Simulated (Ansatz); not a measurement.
# Al (P6/mmm) in Ansatz: further runs

Aim: see how the results for Al move with the level of theory and the settings. Levels: HSE03, HSEsol. Tasks: relaxation of cell and atoms.

Everything below comes from runs of Ansatz 0.2.0. Logs are shortened: lines on timing, memory, paths and dates and some standing lists are left out, and cuts for length are marked.

## (1) Starting point

The structure is hexagonal, space group P6/mmm (No. 191). Conventional cell: a = 4.547 Å, b = 4.547 Å, c = 2.754 Å, α = 90.00°, β = 90.00°, γ = 120.00°. Al (site symmetry -6m2) has 5 Al at 2.63 to 2.75 Å as nearest neighbours.

The cell was built by a generator and needn't be a form met in nature.

## (2) Relaxation of cell and atoms, HSE03

File input:

```
crystal:
  lattice:
    - [4.54673, 0.0, 0.0]
    - [-2.27337, 3.93758, 0.0]
    - [0.0, 0.0, 2.75393]
  atoms:
    - { symbol: Al, position: [0.33333, 0.66667, 0.5] }
    - { symbol: Al, position: [0.66667, 0.33333, 0.5] }
hamiltonian:
  xc: { exchange: pbe, correlation: pbe, exx: { coeff: 0.25, omega: 0.3 } }
  pseudopotentials: { kind: paw }
kpoints:
  mp_grid: { grid: [4, 4, 5] }
scf:
  occupations: { method: fermi_dirac, width: 0.05 }
output:
  forces: true
  stress: true
  eigenvalues: true
  write_density: true
  write_potential: true
  elf: true
  volumetric_format: npy
relax:
  f_tol: 0.01
  max_steps: 40
  cell: { stress_tol: 0.05 }
```

Potentials or basis: Ansatz PAW.

The program printed:

```text
Warning: the atoms were moved onto the symmetric positions of the space group found under crystal.symmetry.tolerance 1.0e-5 (fractional; no operation is sought that the atoms, as they stand in a round, miss by more than twice it, and no atom is moved by as much as it), and the run uses the moved positions. Before a round's move an operation carried an atom to 4.55e-5 Å from where it should land, the largest such distance. Atom 0 (counting from 0) moved farthest, by 2.63e-5 Å; the longest move in fractions of the cell, of whichever atom, is 0.47 of the tolerance, in 1 round. To run the atoms as typed, lower crystal.symmetry.tolerance until the operations that they miss are no longer found, or set crystal.symmetry.detect: false (a key that needs symmetry detection or time reversal refuses this as the deck is read). The positions used, in the order of the run's atom list: position: [0.3333333333333333, 0.6666666666666666, 0.5]; position: [0.6666666666666666, 0.3333333333333333, 0.5]; The lattice was moved too: crystal.lattice keeps the space group found at crystal.symmetry.tolerance 1.0e-5 only nearly: the operation that it misses by the most changes a squared length by the fraction 2.89e-6. The run uses the lattice that is a stretch of the typed one, with no rotation, onto the one that keeps every operation to a double's rounding (on a very oblique basis the stretch itself rounds by more); the deck's lattice vector that moved farthest moved by 3.59e-6 Å. To run the lattice as typed, set crystal.symmetry.tolerance under 3.50e-7, the least fraction by which an operation that the lattice misses changes a squared length (the same key also sets how far an atom may lie from its image, so lowering it can lose operations that the atoms keep only within it), or set crystal.symmetry.detect: false, as for the atoms. crystal.lattice made exact, in Å and degrees: [[4.5467278729571, 2.886751345814496e-6, 0.0], [-2.27336643647855, 3.9375803986999625, 0.0], [0.0, 0.0, 2.75393]]. Pasted over the deck's crystal.lattice, beside positions in fractional coordinates, it runs the same cell (given as lengths and angles, that cell in the form's own orientation, a rigid turn of the misfit's size from the one run here, for which a checkpoint.post_process_only pass over this run's state can be refused: where this run relaxes nothing, give such a pass this deck's own crystal.lattice, as typed; behind a relaxation, as crystal.lattice, the state's own cell, identity.cell in its checkpoint.json), and a matrix so pasted ends this notice, except on a very skew basis of the lattice, where the rounding of the pasted numbers themselves can read as a misfit: the cell is then moved again, and that move is told again. The lattice as run is in this notice's lattice.as_run_ang field (Run.prep()["deck_notices"] in Python, the deck_notice line of an events file, deck_notices of ansatz run --dry-run=json, or deck_notices in record.json in the deck's checkpoint.write directory).
GPUs: using 1 of 1 available (devices: 1).
Engine: ansatz 0.2.0, x86_64-unknown-linux-gnu
Pseudopotentials: kind: paw
Pseudopotential: Al, paw, valence charge 3, recommended cutoff 420 eV (normal), Al.paw.azcp
Functional definition: unnamed
  parameter a_1 = 0.25
  parameter omega_1 = 0.3/angstrom
  exchange = pbe_x + (-a_1)*pbe_x_sr(omega_1) + a_1*exact_x_sr(omega_1)
  correlation = pbe_c
device memory: the entry about to start is reckoned to put 0.5 GiB on a device that reports 63.7 GiB free (of which the cap on the GPU budget leaves the run 18.0 GiB)
GPU FFT provider: cuFFT
GPU libraries: cuBLAS 13.8.2, cuFFT 12.4.0, cuSOLVER 12.3.4
Crystal: 2 atoms, lattice volume = 49.304 Å³
Basis set: ecut = 420 eV, 951 PW (Γ), exchange–correlation on 64×64×40 points (8 copies of the dense FFT grid, shifted against one another)
Bands: 7, of which v1, the nominal top of the filled ones, is band 3 counted from 1 (2 counted from 0)
Symmetry: 24 space group operations
Space group: P6/mmm (ITA 191), of the structure as read, at distance tolerance 3.7e-5 Å
k-points: 12 of 80
Non-local potential: Al, projectors of the file, l = 0: 2, l = 1: 2, l = 2: 1
PAW form: soft (Blöchl's): semilocal exchange-correlation on the pseudo side does not see the compensation charge
PAW frozen core: Al, regenerated for the run's functional, and the local potential with it (the file was generated under x = pbe(κ = 0.804, μ = 0.2195149727645171), c = pbe(β = 0.06672455060314922))
PAW one-centre angular grid: Al, 110 points (default); XC on 64 Gauss nodes
Initial density: superposition of atomic densities (neutral atoms: chi_scale 0, normalization atom), corrected by the library's trained network
Initial wavefunctions: pseudopotential atomic-orbital guess
GPU buffer pool allocated for 20480 grid points (all kernels)
GPU transforms: local potential and band sums: pruned to the plane-wave sphere, on 30×32×20
Functional: x = pbe(κ = 0.804, μ = 0.2195149727645171), c = pbe(β = 0.06672455060314922), warm-up for x = pbe(κ = 0.804, μ = 0.2195149727645171) + 0.25 (exact − pbe) at short range (hse, ω = 0.3 Å⁻¹), c = pbe(β = 0.06672455060314922)
SCF iter   1: F=—  HF=-1073.927580 eV  |F-HF|=—  |Δ(HF+E_count)|=         —  Δρ=3.37e-3  dr2=9.80e-3  ethr=1.77e-3  ⟨swp⟩=8.9  Hψ=516  notcnv=0
preconditioner: auto → none  [insulator: Δε(μ)=0.295 eV  Ē_g=7.354 eV  σ=0.050 eV  W_gap=0.66  n_scr=6 (ndim 8)  ℏωp=13.0 eV  f_vac=0.000  D(μ)=1.75/eV (n_scr^D=8)]
SCF iter   2: F=—  HF=-1073.925104 eV  |F-HF|=—  |Δ(HF+E_count)|=   2.48e-3  Δρ=1.16e-3  dr2=1.08e-3  ethr=1.63e-4  ⟨swp⟩=3.2  Hψ=172  notcnv=0
iter 3 solved again at ethr=6.30e-8 eV; its pass at ethr=1.81e-5 eV (dr2=3.78e-6 eV) is discarded
SCF iter   3: F=—  HF=-1073.924941 eV  |F-HF|=—  |Δ(HF+E_count)|=   1.63e-4  Δρ=1.27e-4  dr2=5.84e-6  ethr=6.30e-8  ⟨swp⟩=4.8  Hψ=393  notcnv=0  defer=1
eigensolver tolerance schedule calibrated: the retry pair's looser diagonalisation under-reported the residual by θ = 0.35 (0.14/decade); ethr = c·dr2/N_el runs at the constant in force after the calibration composes with the one it found (an armed cap, an earlier calibration), c = 4.8e-2
SCF iter   4: F=—  HF=-1073.924948 eV  |F-HF|=—  |Δ(HF+E_count)|=   7.22e-6  Δρ=2.99e-5  dr2=6.57e-7  ethr=4.71e-8  ⟨swp⟩=3.0  Hψ=164  notcnv=0
SCF iter   5: F=—  HF=-1073.924948 eV  |F-HF|=—  |Δ(HF+E_count)|=   5.12e-8  Δρ=8.57e-6  dr2=5.25e-8  ethr=5.31e-9  ⟨swp⟩=2.5  Hψ=129  notcnv=0
SCF iter   6: F=—  HF=-1073.924948 eV  |F-HF|=—  |Δ(HF+E_count)|=  7.24e-10  Δρ=6.78e-7  dr2=2.11e-10  ethr=4.24e-10  ⟨swp⟩=4.0  Hψ=178  notcnv=0
SCF iter   7: F=-1073.924948 eV  HF=-1073.924948 eV  |F-HF|=2.05e-12  |Δ(HF+E_count)|=  5.15e-10  Δρ=8.86e-8  dr2=6.70e-12  ethr=1.71e-12  ⟨swp⟩=3.9  Hψ=174  notcnv=0
[... 245 lines left out ...]
GPU FFT provider: cuFFT
GPU libraries: cuBLAS 13.8.2, cuFFT 12.4.0, cuSOLVER 12.3.4
GPU buffer pool allocated for 18000 grid points (all kernels)
GPU transforms: local potential and band sums: pruned to the plane-wave sphere, on 30×30×20
Exchange kernel: α = 0.2500, screened, ω = 0.3000 Å⁻¹, Wigner–Seitz truncation, v(0) = 502.4264 eV·Å³, q-mesh 4×4×5, nearest image of the exchange supercell L = 14.21 Å, pair-density grid 18×18×15, without the augmentation charges, whose exchange is taken in its separable form by FFT convolution over the k-point mesh (sized by the pseudopotential files, 27×27×20 at the most), smooth part of the exact exchange by density-matrix convolution in up to 865.7 MiB of GPU memory as planned if the GPU has room (build and FFT work areas not counted)
Frozen-core exchange: fock
SCF iter   1: F=—  HF=-1074.573021 eV  |F-HF|=—  |Δ(HF+E_count)|=         —  Δρ=1.31e-7  dr2=8.07e-12  ethr=9.78e-11  ⟨swp⟩=13.7  Hψ=509  notcnv=0
preconditioner: auto → none  [metal: Δε(μ)=0.352 eV  Ē_g=8.083 eV  σ=0.050 eV  W_gap=0.50  n_scr=6 (ndim 8)  ℏωp=12.9 eV  f_vac=0.000  D(μ)=1.51/eV (n_scr^D=8)]
SCF iter   2: F=-1074.573021 eV  HF=-1074.573021 eV  |F-HF|=6.82e-13  |Δ(HF+E_count)|=  9.09e-13  Δρ=4.98e-8  dr2=4.07e-13  ethr=1.00e-12  ⟨swp⟩=2.0  Hψ=121  notcnv=0
SCF 16 converged in 2 iterations: F = -1074.573021 eV  dr2 = 4.07e-13
  Residual-converged pass: ⟨swp⟩=4.2  Hψ=188  notcnv=0  max |occ|·‖R‖ = 8.7e-9 eV (tolerance 1.0e-8 eV)  dr2=3.98e-13  dr2_onsite=1.03e-13  max |Δocc| = 3.9e-15
hybrid outer 2: dexx = +2.920e-12 eV, tail = 9.85e-13 eV, Δε = 1.86e-6 eV (about 5.50e-8 eV left of the loop's levels)
relax step   7: F+E_penalty+E_count = -1074.57302110 eV  Δ(F+E_penalty+E_count) = -2.639e-4 eV  max|allowed force component| = 1.850e-17 eV/Å  Δτ_max = 0.0000 Å  P = -0.002 GPa  Ω = 49.561 Å³  stress off target by 2.70e-2 GPa  SCF on the basis re-selected at this cell (its energy is not comparable with the rows above)  (6 SCF iters)
basis re-selected at this cell: Δ(F+E_penalty+E_count) = -2.639e-4 eV, ΔP = +0.007 GPa vs the last step (what re-selecting the basis moved, of the pressure what is left beyond the Pulay correction that the steps carried, after the strain that the cell walked since its last selection, with what the two solves' SCF thresholds leave and, on support functions, any second-order correction that the steps lacked; it is no measure of the basis error at this ecutwfc). The dense FFT grid was sized anew with the basis: this SCF ran on 30×30×20 points, the steps before it on 32×32×20, so part of this shift can come from that change (see relax.cell in the input reference). This SCF's stress stands 2.70e-2 GPa from its target on what of the cell is left free (relax.cell.stress_tol is 5.00e-2 GPa) and its largest allowed force component is 1.85e-17 eV/Å (relax.f_tol is 1.00e-2 eV/Å): within both
hybrid SCF converged: 2 outer / 6 inner (+0 warm-up), last move |dexx| = 2.92e-12 eV, tail = 9.85e-13 eV
Stability not checked: this state was not tested for a lower state beside it, because the functional holds exact exchange (a hybrid, or Hartree-Fock), whose exchange loop this test does not read (fock_operator; see scf.lower_state_search)
Free energy (F): -1074.573021 eV
Frozen-core exchange: fock
Harris-Foulkes:  -1074.573021 eV  (|F-HF|=6.82e-13)
Internal energy: -1074.562398 eV  (E = F + TS)
E sigma→0 (E₀):  -1074.567709 eV
Entropy (-TS):   -0.010623 eV (-5.312 meV/atom)
Fermi energy:    3.478714 eV
--- Per-component energies (eV) ---
  E_band       = -1.022641
  E_kinetic    = 41.061699
  E_local      = -10.640504  (includes V_loc(G=0)·N_el)
  E_nonlocal   = 21.489171
  E_hartree    = 5.616103
  E_xc         = -64.442126
  E_vxc        = -45.904139  (∫ρ·V_xc dr)
  E_exx        = -5.367981  (= α·E_x^exact, valence–valence)
  E_paw        = -942.119996  (= ΣΔE_a)
  E_vpaw       = -7.525108  (= ΣTr[D̂ρ^β])
  E_aug_tail   = -0.000004  (compensation charges beyond the density's cutoff)
  E_ewald      = -120.070201
  E_core_change = -0.088559  (= ΣΔE_core)
  E_smearing   = -0.010623  (= −TS)
  E_closure    = -0.000000  (closes the sum)
  Σ components = -1074.573021   (vs F -1074.573021, Δ=0.00e0)
--- Forces (eV/Å), atoms counted from 1 ---
  atom   1  Al    -0.00000000     0.00000000    -0.00000000
  atom   2  Al     0.00000000    -0.00000000     0.00000000
  max |Σ_I F_I| component: 1.85e-17 eV/Å
--- Stress (GPa, compression-positive) ---
       -0.015808      -0.000000      -0.000000
       -0.000000      -0.015808       0.000000
       -0.000000       0.000000       0.027000
  P = ⅓ Tr σ = -0.0015 GPa (-0.015 kbar)
--- Band table (eV; the first three rows and the last of 12) ---
  k-point 0: bands = ["-5.9431", "3.0392", "3.0392", "3.9572", "6.5348", "6.5348", "9.8455"]
  k-point 1: bands = ["-5.1370", "3.7495", "3.7495", "4.6924", "6.5605", "7.2355", "7.2355"]
  k-point 2: bands = ["-2.7884", "1.4310", "5.6178", "5.6178", "6.6365", "9.1348", "9.1348"]
  k-point 11: bands = ["-1.0639", "1.0186", "2.9966", "3.4789", "4.8935", "8.2132", "10.2368"]
--- Relaxed structure (6 steps of the walk, 5 accepted, 1 SCFs on fresh bases) ---
  F+E_penalty+E_count = -1074.57302110 eV   max|allowed force component| = 1.850e-17 eV/Å   (the final SCF, on the basis selected at the relaxed cell)
  cell:  # Å, volume = 49.5610 Å³
    - [4.487865502828985, 2.8493791891862668e-6, 1.5825160174645062e-18]
    - [-2.243935219049255, 3.8866041095281307, -7.912588788723064e-19]
    - [9.58521921203431e-19, 7.714331423058709e-34, 2.8413842264917823]
  atoms:
    - { symbol: Al, position: [0.33333333333333326, 0.6666666666666665, 0.49999999999999983] }
    - { symbol: Al, position: [0.6666666666666666, 0.3333333333333333, 0.49999999999999983] }
```

Run time: 35 s. Hardware: 1 × NVIDIA H100 80GB HBM3 with 2 threads of AMD EPYC 7R13 (Zen 3), shared host; peak memory 1.4 GiB.

Results:

* Free energy: -1074.5730 eV
* Relaxed volume: 24.78 Å³/atom
* Relaxed cell: a = 4.488 Å, b = 4.488 Å, c = 2.841 Å, α = 90.00°, β = 90.00°, γ = 120.00°
* Space group after relaxing (to 0.05 Å): P6/mmm (No. 191)
* Energy gained by relaxing: 12.3 meV/atom
* Ionic steps: 6
* Pressure after relaxing: 0.0 GPa
* Band gap on the k mesh: none (metal or under the smearing width)

Step by step:
```
step  energy change (eV)  largest force (eV/Å)  volume (Å³)
   1              0.0000                0.0000        49.30
   2             -0.0198                0.0000        49.89
   3             -0.0240                0.0000        49.72
   4             -0.0243                0.0000        49.61
   5             -0.0243                0.0000        49.56
   6             -0.0245                0.0000        49.56
```

Final structure:
```
Al
1.0
     4.48787    0.00000    0.00000
    -2.24394    3.88660    0.00000
     0.00000    0.00000    2.84138
Al
2
Direct
  0.33333 0.66667 0.50000
  0.66667 0.33333 0.50000
```

Caveat: the k mesh is coarse (spacing up to 0.46 Å⁻¹), so the values aren't converged, least of all with exact exchange; the plane-wave basis is chosen anew once the cell has moved, so the energies of steps on either side of that aren't comparable; the PAW data sets come from PBE, with cores solved anew for the run's functional, which leaves a small shift of forces and pressure.

## (3) Relaxation of cell and atoms, HSEsol

input: that of step 2 with these lines changed.

```diff
@@ -9,3 +9,6 @@
 hamiltonian:
-  xc: { exchange: pbe, correlation: pbe, exx: { coeff: 0.25, omega: 0.3 } }
+  xc:
+    exchange: hjs_pbesol
+    correlation: pbesol
+    exx: { coeff: 0.25, omega: 0.207 }
   pseudopotentials: { kind: paw }
@@ -19,6 +22,2 @@
   eigenvalues: true
-  write_density: true
-  write_potential: true
-  elf: true
-  volumetric_format: npy
 relax:
```

Potentials or basis: Ansatz PAW.

Wall time 44 s (1 × NVIDIA H100 80GB HBM3 with 2 threads of AMD EPYC 7R13 (Zen 3), shared host); peak memory 1.4 GiB.

It converged, with:

```yaml
Free_energy: -1056.2944 eV
Relaxed_volume: 24.34 Å³/atom
Relaxed_cell: a = 4.463 Å, b = 4.463 Å, c = 2.822 Å, α = 90.00°, β = 90.00°, γ = 120.00°
Space_group_after_relaxing_to_0.05_Å: P6/mmm (No. 191)
Energy_gained_by_relaxing: 13.2 meV/atom
Ionic_steps: 6
Pressure_after_relaxing: 0.0 GPa
Band_gap_on_the_k_mesh: none (metal or under the smearing width)
```

Step by step:
| step | energy change (eV) | largest force (eV/Å) | volume (Å³) |
| --- | --- | --- | --- |
| 1 | 0.0000 | 0.0000 | 49.30 |
| 2 | -0.0202 | 0.0000 | 49.00 |
| 3 | -0.0253 | 0.0000 | 48.95 |
| 4 | -0.0263 | 0.0000 | 48.61 |
| 5 | -0.0263 | 0.0000 | 48.67 |
| 6 | -0.0264 | 0.0000 | 48.67 |

Final structure:
```
Al
1.0
     4.46272    0.00000    0.00000
    -2.23136    3.86483    0.00000
     0.00000    0.00000    2.82192
Al
2
Direct
  0.33333 0.66667 0.50000
  0.66667 0.33333 0.50000
```

Levels at points of the mesh, in eV from the Fermi level:
| k point | band 1 | band 2 | band 3 | band 4 | band 5 | band 6 |
| --- | --- | --- | --- | --- | --- | --- |
| (0.00, 0.00, 0.00) | -9.71 | -0.48 | -0.48 | 0.62 | 3.15 | 3.15 |
| (0.00, -0.50, 0.00) | -7.81 | -6.24 | -1.78 | 0.87 | 8.48 | 8.80 |

Caveat: the k mesh is coarse (spacing up to 0.46 Å⁻¹), so the values aren't converged, least of all with exact exchange; the plane-wave basis is chosen anew once the cell has moved, so the energies of steps on either side of that aren't comparable; the PAW data sets come from PBE, with cores solved anew for the run's functional, which leaves a small shift of forces and pressure.
